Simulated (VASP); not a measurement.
# Pt: energy at fixed spin moment

Pt, Fm-3m (no. 225), 1 atom in the cell. PBE, fixed spin moment; PAW potentials Pt (PBE set).

Volume against the source cell: 1.

## Input

INCAR.step1:
```
SYSTEM = Pt
PREC = Accurate
ENCUT = 450
EDIFF = 1E-7
NELM = 200
ALGO = Normal
ISMEAR = 1
SIGMA = 0.1
LREAL = .False.
LASPH = .True.
LMAXMIX = 4
LORBIT = 11
LWAVE = .False.
LCHARG = .False.
GGA = PE
ISPIN = 2
ISIF = 2
NUPDOWN = 0.0
MAGMOM = 0
```

INCAR.step2, as INCAR.step1 but for:
```
- NUPDOWN = 0.0
- MAGMOM = 0
+ NUPDOWN = 0.13
+ MAGMOM = 0.13
```

INCAR.step3 to INCAR.step9 change the same tags again: MAGMOM = 0.26, 0.39, 0.52, 0.65, 0.78, 0.91, 1.04; NUPDOWN = 0.26, 0.39, 0.52, 0.65, 0.78, 0.91, 1.04.

INCAR.step10, as INCAR.step9 but for:
```
- NUPDOWN = 1.04
```

KPOINTS:
```
k-points
0
Gamma
  18 18 18
```

POSCAR:
```
Pt
1.0
    0.0000000000      1.9609000000      1.9609000000
    1.9609000000      0.0000000000      1.9609000000
    1.9609000000      1.9609000000      0.0000000000
Pt
1
Direct
    0.0000000000      0.0000000000      0.0000000000
```

Commands (each step's output is kept before the next begins):
```
cat potpaw_PBE.64/Pt/POTCAR > POTCAR
cp INCAR.step1 INCAR
mpirun -np 4 vasp_std > vasp.out
rm WAVECAR CHG
cp INCAR.step2 INCAR
mpirun -np 4 vasp_std > vasp.out
rm WAVECAR CHG
cp INCAR.step3 INCAR
mpirun -np 4 vasp_std > vasp.out
rm WAVECAR CHG
cp INCAR.step4 INCAR
mpirun -np 4 vasp_std > vasp.out
rm WAVECAR CHG
cp INCAR.step5 INCAR
mpirun -np 4 vasp_std > vasp.out
rm WAVECAR CHG
cp INCAR.step6 INCAR
mpirun -np 4 vasp_std > vasp.out
rm WAVECAR CHG
cp INCAR.step7 INCAR
mpirun -np 4 vasp_std > vasp.out
rm WAVECAR CHG
cp INCAR.step8 INCAR
mpirun -np 4 vasp_std > vasp.out
rm WAVECAR CHG
cp INCAR.step9 INCAR
mpirun -np 4 vasp_std > vasp.out
rm WAVECAR CHG
cp INCAR.step10 INCAR
mpirun -np 4 vasp_std > vasp.out
```

## Result

- Moment at the minimum, by a parabola in the squared moment through the lowest point and its neighbours (muB per cell): 0.00
- Energy there by the same parabola, against the smallest moment (meV/atom): 0.0
- Moment left free (muB per cell): 0.00

Energy at fixed total moment:

| Moment (muB per cell) | Energy (meV/atom) | Pressure (GPa) |
|---|---|---|
| 0.00 | 0.0 | 9.6 |
| 0.13 | 0.5 | 9.6 |
| 0.26 | 2.5 | 9.8 |
| 0.39 | 8.1 | 10.2 |
| 0.52 | 18.4 | 10.9 |
| 0.65 | 43.2 | 11.7 |
| 0.78 | 101.6 | 12.8 |
| 0.91 | 183.6 | 14.1 |
| 1.04 | 304.3 | 16.0 |

VASP 6.6.1 took 171 s on 4 cores (AMD EPYC 7R13 (Zen 3)), a shared host.
